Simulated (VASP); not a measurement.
ZnO (lda), 4 atoms in the cell. Symmetry: P6_3mc, No. 186, hexagonal system. Conventional cell: a = 3.187 Å, b = 3.187 Å, c = 5.152 Å, α = 90.00°, β = 90.00°, γ = 120.00°. Zn (site symmetry 3m) has 4 O at 1.94 to 1.95 Å as nearest neighbours. O (site symmetry 3m) has 4 Zn at 1.94 to 1.95 Å as nearest neighbours. 

```yaml
Program: VASP 6.6.1
Task: single point
Functional: LDA
Potentials_or_basis: VASP PAW LDA potentials, release 64 (Zn, O)
Cutoff: 520 eV
k_mesh: 9 × 9 × 6
Occupations: gaussian, width 0.02 eV
Spin: no spin polarisation
Dipole_correction: no
Further_INCAR_settings: ALGO = Normal; EDIFF = 1e-07; NBANDS = 26
```

Potentials or basis: VASP PAW LDA potentials, release 64 (Zn, O).

Run with:

```sh
$ cat potpaw_LDA.64/Zn/POTCAR potpaw_LDA.64/O/POTCAR > POTCAR
$ mpirun -np 1 vasp_std > vasp.out
```

Hardware: 1 thread of Intel(R) Xeon(R) 6975P-C (Granite Rapids), with other jobs on the host.

**Question.** Estimate the wall time of this run.

**Answer.** Wall time 17 s on 1 thread of Intel(R) Xeon(R) 6975P-C (Granite Rapids), on a shared host, peak memory 0.16 GiB. Counts: scf iterations 15, k points 48.
